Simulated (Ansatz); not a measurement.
A run of Ansatz 0.2.0 is set up as follows.

input.yaml

```yaml
crystal:
  lattice:
    - [-1.657269, 1.657269, 1.657269]
    - [1.657269, -1.657269, 1.657269]
    - [1.657269, 1.657269, -1.657269]
  atoms:
    - { symbol: Au, position: [0.0, 0.0, 0.0] }
hamiltonian:
  xc: pbesol
  pseudopotentials: { kind: paw }
  dispersion: d4
kpoints:
  mp_grid: { grid: [11, 11, 11] }
scf:
  occupations: { method: fermi_dirac, width: 0.05 }
output:
  forces: true
  stress: true
  eigenvalues: true
relax:
  f_tol: 0.01
  max_steps: 40
  cell: { stress_tol: 0.05 }
```

Potentials or basis: Ansatz PAW.

Command:

```sh
$ ansatz run input.yaml --threads 2 --pin off --max-ram 5632MiB --backend cpu --events-out ev --progress --plain --runs-dir out
```

Q: Estimate the band gap on the k mesh.

A: None (metal or under the smearing width).

Q: What does it give for the relaxed cell?

A: a = 2.792 Å, b = 2.792 Å, c = 2.792 Å, α = 109.47°, β = 109.47°, γ = 109.47°.

Q: Predict the relaxed volume.

A: 16.75 Å³/atom.

Step by step:
```tsv
step	energy change (eV)	largest force (eV/Å)	volume (Å³)
1	0.0000	0.0000	18.21
2	-0.0137	0.0000	15.67
3	-0.0583	0.0000	16.99
4	-0.0601	0.0000	16.79
5	-0.0601	0.0000	16.75
6	-0.0597	0.0000	16.75
```

Caveat: the plane-wave basis is chosen anew once the cell has moved, so the energies of steps on either side of that aren't comparable; pairwise dispersion overbinds metals, which lowers pressure and volume; the PAW data sets come from PBE, with cores solved anew for the run's functional, which leaves a small shift of forces and pressure. Spin-orbit coupling is left out, which matters for the levels of Au.
